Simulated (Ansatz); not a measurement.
# Calculated electric field gradients for HfO2 under strain

The cell is a structure deposited in the COD, relaxed with PBE at fixed cell and then changed (z stretched by 2 %, ions relaxed).

```cif
data_structure
_symmetry_space_group_name_H-M 'P 1'
_symmetry_Int_Tables_number 1
_cell_length_a 5.1180
_cell_length_b 5.1857
_cell_length_c 5.3870
_cell_angle_alpha 90.000
_cell_angle_beta 99.172
_cell_angle_gamma 90.000
_cell_volume 141.15
loop_
_atom_site_label
_atom_site_type_symbol
_atom_site_fract_x
_atom_site_fract_y
_atom_site_fract_z
_atom_site_occupancy
Hf1 Hf 0.27604 0.04244 0.20894 1
Hf2 Hf 0.72396 0.54244 0.29106 1
Hf3 Hf 0.72396 0.95756 0.79106 1
Hf4 Hf 0.27604 0.45756 0.70894 1
O5 O 0.44797 0.75719 0.47511 1
O6 O 0.55203 0.25719 0.02489 1
O7 O 0.55203 0.24281 0.52489 1
O8 O 0.44797 0.74281 0.97511 1
O9 O 0.06639 0.32552 0.35200 1
O10 O 0.93361 0.82552 0.14800 1
O11 O 0.93361 0.67448 0.64800 1
O12 O 0.06639 0.17448 0.85200 1
```

Atom numbers follow the list; atoms alike are taken as one site, whose name carries the number of the first.

Computed with Ansatz: DFT, PBE, plane waves and PAW, scalar-relativistic, 420 eV cutoff, Γ-centred 6×6×6 k-points, Fermi–Dirac smearing 0.02 eV.

C_Q = eQV_zz/h, which is 24.18 MHz for Q = 1 b and V_zz = 10²¹ V/m²; η = (V_xx − V_yy)/V_zz.

¹⁷⁷Hf: I = 7/2, Q = 3365 mb; O-17: I = 5/2, Q = -25.58 mb. Nuclear quadrupole moments: year-2017 set (Pyykkö).

(1) What field gradients does the calculation give at each kind of site?

Answers

(1) 

```json
{"site": "Hf", "atoms (order as listed)": "1, 2, 3, 4", "first shell": "7 O at 2.04–2.28 Å", "V_xx, V_yy, V_zz (10²¹ V/m²)": "-4.06, -6.49, 10.55", "η": "0.23", "C_Q (MHz)": "858"}
{"site": "O5", "atoms (order as listed)": "5, 6, 7, 8", "first shell": "4 Hf at 2.15–2.28 Å", "V_xx, V_yy, V_zz (10²¹ V/m²)": "-0.27, -0.86, 1.13", "η": "0.52", "C_Q (MHz)": "-0.702"}
{"site": "O9", "atoms (order as listed)": "9, 10, 11, 12", "first shell": "3 Hf at 2.04–2.16 Å", "V_xx, V_yy, V_zz (10²¹ V/m²)": "0.006, 1.25, -1.26", "η": "0.99", "C_Q (MHz)": "0.777"}
```

Without spin–orbit coupling the gradients at and beside Hf can be off by some per cent, at some sites by more. Where η is near 1 the sign of V_zz means little.
